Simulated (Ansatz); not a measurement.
# Convergence of InSb

```
In Sb
1.0
     0.00000    3.23910    3.23910
     3.23910    0.00000    3.23910
     3.23910    3.23910    0.00000
In Sb
1 1
Direct
  0.00000 0.00000 0.00000
  0.75000 0.75000 0.75000
```

Atom numbers follow the list: In1, Sb2.

The cell is COD entry 9008853, as deposited and not checked against the literature; nothing was relaxed.

No spin–orbit coupling, which matters for the heavy atoms here.

These are results of DFT, PBE, PAW with Ansatz's default frozen-core files, scalar-relativistic in Ansatz 0.2.0, not measurements.

Sampling and basis: a Γ-centred 10×10×10 k mesh, Fermi–Dirac smearing of 0.03 eV, cutoff 420 eV, no spin polarisation. One setting is then changed at a time.

P includes the program's estimate of the Pulay (finite-basis) term, listed apart; without it the pressure would be far more sensitive to the cutoff.

```csv
PAW cutoff (eV),free energy less the base's (meV/atom),P (GPa),Pulay term in P (GPa)
420 (base),0.0,3.15,0.03
200,9087,1.14,235.03
250,?,3.55,?
350,3.5,3.16,0.25
600,-1.5,3.14,0.00
800,-1.6,3.14,0.00
```

(1) Fill in "Pulay term in P (GPa)" for the row "250".

(2) Give the missing entry: row "250", column "free energy less the base's (meV/atom)".

## Answers

(1) 38.78.

(2) 1083.
